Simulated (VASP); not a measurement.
The system is W.

```
CELL_PARAMETERS angstrom
-1.58234 1.58234 1.58234
1.58234 -1.58234 1.58234
1.58234 1.58234 -1.58234
ATOMIC_POSITIONS crystal
W 0.00000 0.00000 0.00000
```

- Program: VASP 6.6.1
- Task: relaxation of cell and atoms
- Functional: vdW-DF
- Potentials or basis: VASP PAW PBE potentials, release 64 (W_sv)
- Cutoff: 600 eV
- k mesh: 12 × 12 × 12
- Occupations: fermi-dirac, width 0.05 eV
- Spin: no spin polarisation

At the start: pressure 13.8 GPa; volume 15.85 Å³/atom.

Question: Where does the relaxation end?

Answer: Over 4 steps the energy falls by 30.3 meV/atom and the volume is 16.58 Å³/atom (+4.6 %); space group Im-3m (No. 229, to 0.05 Å).

The path:
```csv
step,energy change (eV),largest force (eV/Å),pressure (GPa),volume (Å³)
1,0.0000,0.0000,13.78,15.85
2,0.2510,0.0000,-30.35,19.18
3,-0.0302,0.0000,-0.77,16.62
4,-0.0303,0.0000,-0.03,16.58
```

Final structure:
```
W
1.0
    -1.60620    1.60620    1.60620
     1.60620   -1.60620    1.60620
     1.60620    1.60620   -1.60620
W
1
Direct
  0.00000 0.00000 0.00000
```

Caveat: the PAW data sets were made with another functional, which shifts forces and pressure a little.
